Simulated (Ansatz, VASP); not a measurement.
**One calculation of TiAl, two programs**

The input INCAR:

```
SYSTEM = TiAl
  PREC = Accurate
  ENCUT = 520
  EDIFF = 1E-6
  ISMEAR = 0
  SIGMA = 0.013000000000000001
  LREAL = .FALSE.
  LASPH = .TRUE.
  NELM = 80
  ALGO = Normal
  ISIF = 2
  LWAVE = .FALSE.
  LCHARG = .TRUE.
  GGA = PE
  LELF = .TRUE.
  LVHAR = .TRUE.
  NBANDS = 14
```

The input KPOINTS:

```
regular mesh
0
G
  8 8 8
  0 0 0
```

File POSCAR:

```
TiAl
1.0
    3.1790640000      0.0000000000      0.0000000000
    0.0000000000      3.1790640000      0.0000000000
    0.0000000000      0.0000000000      3.1790640000
Ti Al
1 1
Direct
    0.0000000000      0.0000000000      0.0000000000
    0.5000000000      0.5000000000      0.5000000000
```

input.yaml

```yaml
crystal:
  lattice:
    - [3.179064, 0.0, 0.0]
    - [0.0, 3.179064, 0.0]
    - [0.0, 0.0, 3.179064]
  atoms:
    - { symbol: Ti, position: [0.0, 0.0, 0.0] }
    - { symbol: Al, position: [0.5, 0.5, 0.5] }
hamiltonian:
  xc: pbe
  pseudopotentials: { kind: paw }
kpoints:
  mp_grid: { grid: [8, 8, 8] }
scf:
  occupations: { method: gaussian, width: 0.013 }
output:
  forces: true
  stress: true
  eigenvalues: true
```

The cell comes from a database or a generator and needn't be the stable form of this composition.

Alike in both runs: task single point; functional PBE; k mesh 8 × 8 × 8; occupations gaussian, width 0.013 eV; no spin polarisation.

|  | VASP | Ansatz |
| --- | --- | --- |
| version | VASP 6.6.1 | Ansatz 0.2.0 |
| potentials or method | VASP PAW PBE potentials, release 64 (Ti_sv, Al) | Ansatz PAW |
| plane-wave cutoff (eV) | 520 | 420 |
| valence electrons in the cell | 15 | 15 |

Ansatz gave:

```
gap on the k mesh at the Fermi level (eV) : none
pressure (GPa)                            : 0.7
```

Problem. What did VASP give for the same quantities?

Solution. gap on the k mesh at the Fermi level (eV): none; pressure (GPa): 0.6.

A gap of «none» marks a metal or a gap that the smearing closes.
